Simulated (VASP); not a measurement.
Input of a VASP 6.6.1 run:

The input POSCAR:

```
MgS
1.0
    0.0000000000      2.8331200468      2.8331200468
    2.8331200468      0.0000000000      2.8331200468
    2.8331200468      2.8331200468      0.0000000000
S Mg
1 1
Direct
    0.2500000000      0.2500000000      0.2500000000
    0.0000000000      0.0000000000      0.0000000000
```

File INCAR.step1:

```
SYSTEM = MgS
PREC = Accurate
ENCUT = 520
EDIFF = 1E-5
ISMEAR = 0
SIGMA = 0.02
LREAL = .False.
LASPH = .True.
NELM = 100
ALGO = Normal
ISIF = 2
LWAVE = .True.
LCHARG = .False.
GGA = PE
```

File INCAR.step2:

```
SYSTEM = MgS
PREC = Accurate
ENCUT = 520
EDIFF = 1E-6
ISMEAR = 0
SIGMA = 0.02
LREAL = .False.
LASPH = .True.
NELM = 100
ALGO = Normal
ISIF = 2
LWAVE = .False.
LCHARG = .False.
METAGGA = MBJ
ISTART = 1
```

The input KPOINTS:

```
Automatic mesh
0
Gamma
  8 8 8
  0 0 0
```

Contents of KPOINTS_OPT:

```
path GXWKGLUWLK,UX
15
line-mode
reciprocal
 0.0000000000  0.0000000000  0.0000000000  G
 0.5000000000  0.0000000000  0.5000000000  X

 0.5000000000  0.0000000000  0.5000000000  X
 0.5000000000  0.2500000000  0.7500000000  W

 0.5000000000  0.2500000000  0.7500000000  W
 0.3750000000  0.3750000000  0.7500000000  K

 0.3750000000  0.3750000000  0.7500000000  K
 0.0000000000  0.0000000000  0.0000000000  G

 0.0000000000  0.0000000000  0.0000000000  G
 0.5000000000  0.5000000000  0.5000000000  L

 0.5000000000  0.5000000000  0.5000000000  L
 0.6250000000  0.2500000000  0.6250000000  U

 0.6250000000  0.2500000000  0.6250000000  U
 0.5000000000  0.2500000000  0.7500000000  W

 0.5000000000  0.2500000000  0.7500000000  W
 0.5000000000  0.5000000000  0.5000000000  L

 0.5000000000  0.5000000000  0.5000000000  L
 0.3750000000  0.3750000000  0.7500000000  K

 0.6250000000  0.2500000000  0.6250000000  U
 0.5000000000  0.0000000000  0.5000000000  X
```

Potentials or basis: VASP PAW PBE potentials, release 64 (S, Mg).

Launch:

```bash
$ cat potpaw_PBE.64/S/POTCAR potpaw_PBE.64/Mg/POTCAR > POTCAR
$ cp INCAR.step1 INCAR
$ mpirun -np 1 vasp_std > vasp.out
$ cp INCAR.step2 INCAR
$ mpirun -np 1 vasp_std > vasp.out
```

Problem. What does it give for the band gap on the k mesh?

Solution. 5.04 eV, direct.

Problem. Predict the band gap along the path.

Solution. 5.04 eV, direct.

Levels at the corners of the path, in eV from the valence-band top:
```tsv
point	band 2	band 3	band 4	band 5	band 6	band 7
Γ	0.00	0.00	0.00	5.04	9.02	9.02
X	-2.43	-0.89	-0.89	5.30	6.84	12.52
X	-2.43	-0.89	-0.89	5.30	6.84	12.52
W	-1.96	-1.56	-1.08	6.78	9.09	9.17
W	-1.96	-1.56	-1.08	6.78	9.09	9.17
K	-2.13	-1.57	-0.70	6.18	8.09	10.68
K	-2.13	-1.57	-0.70	6.18	8.09	10.68
Γ	0.00	0.00	0.00	5.04	9.02	9.02
Γ	0.00	0.00	0.00	5.04	9.02	9.02
L	-2.67	-0.29	-0.29	6.46	8.72	8.72
L	-2.67	-0.29	-0.29	6.46	8.72	8.72
U	-2.13	-1.57	-0.70	6.18	8.09	10.68
U	-2.13	-1.57	-0.70	6.18	8.09	10.68
W	-1.96	-1.56	-1.08	6.78	9.09	9.17
W	-1.96	-1.56	-1.08	6.78	9.09	9.17
L	-2.67	-0.29	-0.29	6.46	8.72	8.72
L	-2.67	-0.29	-0.29	6.46	8.72	8.72
K	-2.13	-1.57	-0.70	6.18	8.09	10.68
U	-2.13	-1.57	-0.70	6.18	8.09	10.68
X	-2.43	-0.89	-0.89	5.30	6.84	12.52
```
